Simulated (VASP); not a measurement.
# TiO2 (I4_1/amd) in VASP: relaxation of cell and atoms with PBE+D3(BJ)

Aim: the relaxation of cell and atoms of TiO2 with PBE+D3(BJ).

All numbers are computed with VASP 6.6.1; they aren't measurements. Logs are shortened: lines on timing, memory, paths and dates and some standing lists are left out, and cuts for length are marked.

### 1 Starting point

The structure is tetragonal, space group I4_1/amd (No. 141). The conventional cell has a = 3.792 Å, b = 3.792 Å, c = 9.564 Å, α = 90.00°, β = 90.00°, γ = 90.00°. Ti (site symmetry -4m2) has 6 O at 1.94 to 1.99 Å as nearest neighbours. O (site symmetry 2mm) is surrounded by 3 Ti at 1.94 to 1.99 Å.

### 2 Relaxation of cell and atoms, PBE+D3(BJ)

Contents of INCAR:

```
SYSTEM = TiO2
PREC = Accurate ; ENCUT = 600
EDIFF = 1E-7 ; ISMEAR = 0
SIGMA = 0.03 ; LREAL = .False.
LASPH = .True. ; NELM = 80
ALGO = Normal ; ISIF = 3
LWAVE = .False. ; LCHARG = .False.
GGA = PE ; IVDW = 12
IBRION = 2 ; NSW = 90
EDIFFG = -0.005 ; KPAR = 2
```

Contents of KPOINTS:

```
Automatic mesh
0
Gamma
  10 10 10
  0 0 0
```

Contents of POSCAR:

```
TiO2                                    
1.0
   -1.8959008093      1.8959008093      4.7817617519
    1.8959008093     -1.8959008093      4.7817617519
    1.8959008093      1.8959008093     -4.7817617519
  Ti              O             
     2     4
Direct
     0.0000000000000000    0.0000000000000000    0.0000000000000000
     0.7500000000000000    0.2500000000000000    0.5000000000000000
     0.2084094268743947    0.2084094268743947    0.0000000000000000
     0.9584094268743947    0.4584094268743947    0.5000000000000000
     0.5415905731256053    0.0415905731256053    0.5000000000000000
     0.7915905731256053    0.7915905731256053    1.0000000000000000
```

Potentials or basis: VASP PAW PBE potentials, release 64 (Ti_sv, O).

On the command line:

```
> cat potpaw_PBE.64/Ti_sv/POTCAR potpaw_PBE.64/O/POTCAR > POTCAR
> mpirun -np 2 vasp_std > vasp.out
```

OUTCAR:

```text
SYSTEM = TiO2
   PREC = Accurate
   ENCUT = 600
   EDIFF = 1E-7
   ISMEAR = 0
   LREAL = .False.
   LASPH = .True.
   NELM = 80
   ISIF = 3
   GGA = PE
   IVDW = 12
   IBRION = 2
   NSW = 90
   EDIFFG = -0.005
 IVDW          = 12

 ion  position               nearest neighbor table
   1  0.000  0.000  0.000-   5 1.94   4 1.94   5 1.94   4 1.94   3 1.99   6 1.99
   2  0.750  0.250  0.500-   6 1.94   3 1.94   6 1.94   3 1.94   4 1.99   5 1.99
   3  0.208  0.208  0.000-   2 1.94   2 1.94   1 1.99
   4  0.958  0.458  0.500-   1 1.94   1 1.94   2 1.99
   5  0.542  0.042  0.500-   1 1.94   1 1.94   2 1.99
   6  0.792  0.792  0.000-   2 1.94   2 1.94   1 1.99

  LATTYP: Found a body centered tetragonal cell.
 ALAT       =     3.7918016186
 C/A-ratio  =     2.5221581891

  Lattice vectors:

 A1 = (  -1.8959008093,   1.8959008093,   4.7817617519)
 A2 = (   1.8959008093,  -1.8959008093,   4.7817617519)
 A3 = (   1.8959008093,   1.8959008093,  -4.7817617519)

Analysis of symmetry for initial positions (statically):
=====================================================================
 Subroutine PRICEL returns:
 Original cell was already a primitive cell.

 Routine SETGRP: Setting up the symmetry group for a
 body centered tetragonal supercell.

 Subroutine GETGRP returns: Found 16 space group operations
 (whereof  8 operations were pure point group operations)
 out of a pool of 16 trial point group operations.

The static configuration has the point symmetry D_2d.
 The point group associated with its full space group is D_4h.

Analysis of symmetry for dynamics (positions and initial velocities):
=====================================================================
 Subroutine PRICEL returns:
 Original cell was already a primitive cell.

 Routine SETGRP: Setting up the symmetry group for a
 body centered tetragonal supercell.

 Subroutine GETGRP returns: Found 16 space group operations
 (whereof  8 operations were pure point group operations)
 out of a pool of 16 trial point group operations.

The dynamic configuration has the point symmetry D_2d.
 The point group associated with its full space group is D_4h.

 Subroutine INISYM returns: Found 16 space group operations
 (whereof  8 operations are pure point group operations),
 and found     1 'primitive' translations

----------------------------------------------------------------------------------------

                                     Primitive cell

  volume of cell :      68.7510

  direct lattice vectors                    reciprocal lattice vectors
    -1.895900809  1.895900809  4.781761752     0.000000000  0.263726877  0.104563972
     1.895900809 -1.895900809  4.781761752     0.263726877  0.000000000  0.104563972
     1.895900809  1.895900809 -4.781761752     0.263726877  0.263726877  0.000000000

  length of vectors
     5.482164281  5.482164281  5.482164281     0.283699647  0.283699647  0.372966127

  position of ions in fractional coordinates (direct lattice)
     0.000000000  0.000000000  0.000000000
     0.750000000  0.250000000  0.500000000
     0.208409427  0.208409427  0.000000000
     0.958409427  0.458409427  0.500000000
     0.541590573  0.041590573  0.500000000
     0.791590573  0.791590573  0.000000000

  ion indices of the primitive-cell ions
   primitive index   ion index
                 1           1
                 2           2
                 3           3
                 4           4
                 5           5
                 6           6

----------------------------------------------------------------------------------------

 KPOINTS: Automatic mesh

Automatic generation of k-mesh.
 Grid dimensions read from file:
 generate k-points for:   10   10   10

 Generating k-lattice:

  Cartesian coordinates                     Fractional coordinates (reciprocal lattice)
     0.000000000  0.026372688  0.010456397     0.100000000 -0.000000000  0.000000000
     0.026372688  0.000000000  0.010456397    -0.000000000  0.100000000  0.000000000
     0.026372688  0.026372688  0.000000000     0.000000000  0.000000000  0.100000000

  Length of vectors
     0.028369965  0.028369965  0.037296613

  Shift w.r.t. Gamma in fractional coordinates (k-lattice)
     0.000000000  0.000000000  0.000000000

 Subroutine IBZKPT returns following result:
 ===========================================

 Found    102 irreducible k-points:

 Following reciprocal coordinates:
            Coordinates               Weight
  0.000000  0.000000  0.000000      1.000000
  0.100000  0.000000 -0.000000      8.000000
  0.200000  0.000000 -0.000000      8.000000
  0.300000 -0.000000  0.000000      8.000000
  0.400000  0.000000 -0.000000      8.000000
  0.500000  0.000000  0.000000      4.000000
[... 16 lines left out ...]
  0.300000  0.300000  0.000000      8.000000
  0.400000  0.300000 -0.000000     16.000000
 [... further k-points ...]
   k-points           NKPTS =    102   k-points in BZ     NKDIM =    102   number of bands    NBANDS=     28
   number of dos      NEDOS =    301   number of ions     NIONS =      6
   total plane-waves  NPLWV = 110592
   dimension x,y,z NGX =    48 NGY =   48 NGZ =   48
   dimension x,y,z NGXF=    96 NGYF=   96 NGZF=   96
   ions per type =               2   4
   NGX,Y,Z   is equivalent  to a cutoff of  14.56, 14.56, 14.56 a.u.
   NGXF,Y,Z  is equivalent  to a cutoff of  29.11, 29.11, 29.11 a.u.
 SYSTEM =  TiO2
   PREC   = accura    normal or accurate (medium, high low for compatibility)
   ISTART =      0    job   : 0-new  1-cont  2-samecut
   ICHARG =      2    charge: 1-file 2-atom 10-const
   ISPIN  =      1    spin polarized calculation?
   LNONCOLLINEAR =      F non collinear calculations
   LSORBIT =      F    spin-orbit coupling
   LASPH  =      T    aspherical Exc in radial PAW
   ENCUT  =  600.0 eV  44.10 Ry    6.64 a.u.  10.95 10.95 10.95*2*pi/ulx,y,z
   NELM   =     80;   NELMIN=  2; NELMDL= -5     # of ELM steps
   EDIFF  = 0.1E-06   stopping-criterion for ELM
   LREAL  =      F    real-space projection
   EDIFFG = -.5E-02   stopping-criterion for IOM
   NSW    =     90    number of steps for IOM
   IBRION =      2    ionic relax: 0-MD 1-quasi-New 2-CG
   NFREE  =      1    steps in history (QN), initial steepest desc. (CG)
   ISIF   =      3    stress and relaxation
   ISYM   =      2    0-nonsym 1-usesym 2-fastsym
   POTIM  = 0.5000    time-step for ionic-motion
   TEBEG  =    0.0;   TEEND  =   0.0 temperature during run
   PSTRESS=    0.0 pullay stress
   NELECT =      48.0000    total number of electrons
   NUPDOWN=      -1.0000    fix difference up-down
   EMIN   =  10.00;   EMAX   =-10.00  energy-range for DOS
   EFERMI =   0.00;   METHOD = LEGACY
   ISMEAR =     0;   SIGMA  =   0.03  broadening in eV -4-tet -1-fermi 0-gaus
   EFERMI_NEDOS =   21; number of points for ismear=-14 and -15
   IALGO  =     38    algorithm
   IMIX   =      4    mixing-type and parameters
     AMIX     =   0.40;   BMIX     =  1.00
     AMIX_MAG =   1.60;   BMIX_MAG =  1.00
  volume/ion in A,a.u.               =      11.46        77.33
  Fermi-wavevector in a.u.,A,eV,Ry     =   1.452320  2.744486 28.697846  2.109232
  Thomas-Fermi vector in A             =   2.569715
   LORBIT       =      0    0 simple, 1 ext, 2 COOP (PROOUT), +10 PAW based schemes
   GGA     = PE    functional components
   LHFCALC =     F    Hartree Fock is set to
   AEXX    =    0.0000 exact exchange contribution
   IVDW    =    12    specifies the selected vdW correction
   LEPSILON=     F    determine dielectric tensor
   LRPA    =     F    only Hartree local field effects (RPA)
 conjugate gradient relaxation of ions
 non-spin polarized calculation
 Gauss-broadening in eV      SIGMA  =   0.03
  energy-cutoff  :      600.00
  volume of cell :       68.75
 maximum number of plane-waves:      2316
 NGX is ok and might be reduce to    48
   NGX = 21   NGY = 21   NGZ = 21

--------------------------------------- Ionic step        1  -------------------------------------------

 number of electron      47.9999998 magnetization

 Free energy of the ion-electron system (eV)
  ---------------------------------------------------
  ext. energy  EPLUGINS =         0.00000000
  ---------------------------------------------------
  free energy    TOTEN  =       -53.85526185 eV

  energy without entropy =      -53.85526185  energy(sigma->0) =      -53.85526185

------------------------ aborting loop because EDIFF is reached ----------------------------------------

 Edisp (eV)   -1.34232

 E8    (eV) :    -0.5333

  FORCE on cell =-STRESS in cart. coord.  units (eV):
  Direction    XX          YY          ZZ          XY          YZ          ZX
  --------------------------------------------------------------------------------------
  -------------------------------------------------------------------------------------
  Total      -0.00490    -0.00490     0.01150     0.00000     0.00000     0.00000
  in kB      -0.11411    -0.11411     0.26789     0.00000     0.00000     0.00000
  external pressure =        0.01 kB  Pullay stress =        0.00 kB
[... 157 lines left out ...]
  energy  without entropy=      -55.1976068935  energy(sigma->0) =      -55.19760689

--------------------------------------- Ionic step        5  -------------------------------------------

 number of electron      47.9999998 magnetization

 Free energy of the ion-electron system (eV)
  ---------------------------------------------------
  ext. energy  EPLUGINS =         0.00000000
  ---------------------------------------------------
  free energy    TOTEN  =       -53.85605898 eV

  energy without entropy =      -53.85605898  energy(sigma->0) =      -53.85605898

 E-fermi :   3.4553     XC(G=0): -10.6884

 val. band max:        3.3147150759   @ k =  -0.4000   0.4000   0.0000
 cond. band min:       5.4048293674   @ k =   0.0000   0.0000   0.0000
 fundamental gap:      2.0901142915
 Fermi energy:         3.4552748600

 k-point     1 :       0.0000    0.0000    0.0000
  band No.  band energies     occupation
      1     -53.1186      2.00000
      2     -53.0616      2.00000
      3     -29.5683      2.00000
      4     -29.3385      2.00000
      5     -29.3385      2.00000
      6     -29.2705      2.00000
[... 733 lines left out ...]
     27       6.8190      0.00000
     28       6.9522      0.00000

 [... further k-points ...]

------------------------ aborting loop because EDIFF is reached ----------------------------------------

 Edisp (eV)   -1.34156

 E8    (eV) :    -0.5329

  FORCE on cell =-STRESS in cart. coord.  units (eV):
  Direction    XX          YY          ZZ          XY          YZ          ZX
  --------------------------------------------------------------------------------------
  -------------------------------------------------------------------------------------
  Total      -0.02021    -0.02021     0.01772     0.00000    -0.00000     0.00000
  in kB      -0.47072    -0.47072     0.41267     0.00000    -0.00000     0.00000
  external pressure =       -0.18 kB  Pullay stress =        0.00 kB
[... 21 lines left out ...]
  FREE ENERGIE OF THE ION-ELECTRON SYSTEM (eV)
  ---------------------------------------------------
  free  energy   TOTEN  =       -55.1976187200 eV

  energy  without entropy=      -55.1976187200  energy(sigma->0) =      -55.19761872

 reached required accuracy - stopping structural energy minimisation
```

It took 8.1 min on 2 MPI ranks of AMD EPYC 9R45 (Zen 5), shared host; peak memory 0.44 GiB.

Results:

```
Free energy                            : -55.1976 eV
Relaxed volume                         : 11.46 Å³/atom
Relaxed cell                           : a = 5.485 Å, b = 5.485 Å, c = 5.485 Å, α = 139.57°, β = 139.57°, γ = 58.51°
Space group after relaxing (to 0.05 Å) : I4_1/amd (No. 141)
Energy gained by relaxing              : 0.0 meV/atom
Ionic steps                            : 5
Pressure after relaxing                : 0.0 GPa
Band gap on the k mesh                 : 2.09 eV, indirect (least direct gap 2.43 eV)
Dispersion energy per atom             : -0.224 eV
```

Final structure:
```cif
data_structure
_symmetry_space_group_name_H-M 'P 1'
_symmetry_Int_Tables_number 1
_cell_length_a 5.4854
_cell_length_b 5.4854
_cell_length_c 5.4854
_cell_angle_alpha 139.567
_cell_angle_beta 139.567
_cell_angle_gamma 58.512
_cell_volume 68.79
loop_
_atom_site_label
_atom_site_type_symbol
_atom_site_fract_x
_atom_site_fract_y
_atom_site_fract_z
_atom_site_occupancy
Ti1 Ti 0.00000 0.00000 0.00000 1
Ti2 Ti 0.75000 0.25000 0.50000 1
O1 O 0.20823 0.20823 0.00000 1
O2 O 0.95823 0.45823 0.50000 1
O3 O 0.54177 0.04177 0.50000 1
O4 O 0.79177 0.79177 0.00000 1
```

A k mesh can miss the band edges.
